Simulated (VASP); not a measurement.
## ZnSe (rocksalt): gaps by functional in VASP

```yaml
crystal:
  lattice:
    - [0.00000, 2.65876, 2.65876]
    - [2.65876, 0.00000, 2.65876]
    - [2.65876, 2.65876, 0.00000]
  atoms:
    - { symbol: Zn, position: [0.00000, 0.00000, 0.00000] }
    - { symbol: Se, position: [0.50000, 0.50000, 0.50000] }
```

All runs share this cell. Band v is the last that the valence electrons fill when counted band by band, and c is the next. A negative gap between them is a band overlap, as in a metal.

```tsv
level	gap (eV)	least direct gap (eV)	pressure (GPa)
PBE	-1.08	1.35	2.4
r²SCAN	-0.67	1.93	0.2
LDA	-1.20	1.18	-4.3
PBEsol	-1.13	1.27	-1.8
PBE with spin–orbit coupling	-1.08	1.21	–
```
